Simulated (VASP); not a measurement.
Wanted: the native input for a VASP 6.6.1 run.

```
Task                   : relaxation of cell and atoms
Functional             : PBE
Potentials or basis    : VASP PAW PBE potentials, release 64 (Ti_sv, Pb_d, O)
Cutoff                 : 520 eV
k mesh                 : 4 × 4 × 4
Occupations            : gaussian, width 0.15 eV
Spin                   : no spin polarisation
Further INCAR settings : PREC = Normal; ALGO = Fast; EDIFF = 0.0001; IBRION = 2; EDIFFG = -0.08; NSW = 24; ISIF = 3
```

The structure of TiPbO4 lies in POSCAR:

```
TiPbO4
1.0
    0.0000000000      3.4143922100      3.4143922100
    3.4143922100      0.0000000000      3.4143922100
    3.4143922100      3.4143922100      0.0000000000
Ti Pb O
1 1 4
Direct
    0.7500000000      0.7500000000      0.7500000000
    0.0000000000      0.0000000000      0.0000000000
    0.3749920000      0.8750240000      0.3749920000
    0.8750240000      0.3749920000      0.3749920000
    0.3749920000      0.3749920000      0.8750240000
    0.3749920000      0.3749920000      0.3749920000
```

The cell was built by a generator and needn't be a form met in nature.

One way to write it, as run:

INCAR

```
PREC     = Normal         # precision mode
ENCUT    = 520            # plane-wave cutoff, eV
EDIFF    = 1E-4           # SCF threshold, eV
ISMEAR   = 0              # smearing method
SIGMA    = 0.15           # smearing width, eV
LREAL    = False          # projectors in reciprocal space
LASPH    = True           # aspherical terms in the spheres
NELM     = 60             # most SCF steps
ALGO     = Fast           # electronic algorithm
ISIF     = 3              # what is computed and relaxed
LWAVE    = False          # write WAVECAR
LCHARG   = False          # write CHGCAR
GGA      = PE             # functional
IBRION   = 2              # ionic algorithm
NSW      = 24             # ionic steps
EDIFFG   = -0.08          # ionic threshold
```

KPOINTS

```
regular mesh
0
Gamma
  4 4 4
```

Potentials or basis: VASP PAW PBE potentials, release 64 (Ti_sv, Pb_d, O).

Launch:

```console
$ cat potpaw_PBE.64/Ti_sv/POTCAR potpaw_PBE.64/Pb_d/POTCAR potpaw_PBE.64/O/POTCAR > POTCAR
$ mpirun -np 1 vasp_std > vasp.out
```

Results of the run:

```json
{
  "Relaxed volume": "11.52 Å³/atom",
  "Relaxed cell": "a = 4.607 Å, b = 4.607 Å, c = 4.607 Å, α = 60.00°, β = 60.00°, γ = 60.00°",
  "Space group after relaxing (to 0.05 Å)": "F-43m (No. 216)",
  "Energy gained by relaxing": "81.8 meV/atom",
  "Ionic steps": "5",
  "Pressure after relaxing": "-0.1 GPa",
  "Band gap on the k mesh": "none (metal or under the smearing width)"
}
```

Caveat: the k mesh is coarse (spacing up to 0.40 Å⁻¹), so the values aren't converged; semilocal functionals often make such compounds metallic where correlation or magnetic order opens a gap, which also shifts bond lengths.

Wall time 52 s on 1 thread of Intel(R) Xeon(R) 6975P-C (Granite Rapids) (shared host), peak memory 0.17 GiB.
